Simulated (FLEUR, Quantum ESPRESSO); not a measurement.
## One calculation of Sn, 3 ways

```
Sn
1.0
     0.00000    3.23334    3.23334
     3.23334    0.00000    3.23334
     3.23334    3.23334    0.00000
Sn
2
Cartesian
  4.8500 4.8500 4.8500
  3.2333 3.2333 3.2333
```

This isn't the form of Sn at room conditions, which is tetragonal (white tin).

Alike in all runs: task single point; functional PBE; k mesh 4 × 4 × 4; occupations fermi-dirac, width 0.05 eV; no spin polarisation; no spin-orbit coupling.

| program and potentials | plane-wave cutoff (eV) | notes | band gap (eV) |
| --- | --- | --- | --- |
| Quantum ESPRESSO, PseudoDojo 0.4 SR PBE stringent | 1116 | 22 valence electrons an atom on average | no gap |
| Quantum ESPRESSO, PseudoDojo 0.4.1 SR PBE standard | 980 | 14 valence electrons an atom on average | no gap |
| FLEUR, all-electron, FLAPW | - | - | no gap |

None finds a gap. The k mesh is coarse, so the values compare programs but aren't converged.

Differences between rows come from potentials, basis sets and numerical settings, since the functional is the same but for its coding. Runs on potential files found faulty are left out.

All three calculations leave this diamond-structure form, grey tin, without a gap, in line with its known character as a zero-gap semimetal. The likely reason is the inverted band order at the zone centre. Scalar relativistic effects stabilise the 5s shell, and the long, relatively weak Sn–Sn bonds reduce the bonding–antibonding splitting, so the antibonding s-like state falls below the p-like top of the valence band. It then takes up electrons that would fill the p-like states in silicon, leaving that degenerate set partly occupied, and cubic symmetry prevents a gap from opening there. Spin-orbit coupling would split the set but leave its upper, fourfold level half filled, so its omission doesn't explain the missing gap.

The agreement between the 14- and 22-electron potentials and the all-electron run suggests that the treatment of the 4s and 4p semicore shells doesn't decide the outcome. The absence of a gap alone can't distinguish a symmetry-enforced band touching from a small overlap between bands at different wavevectors.
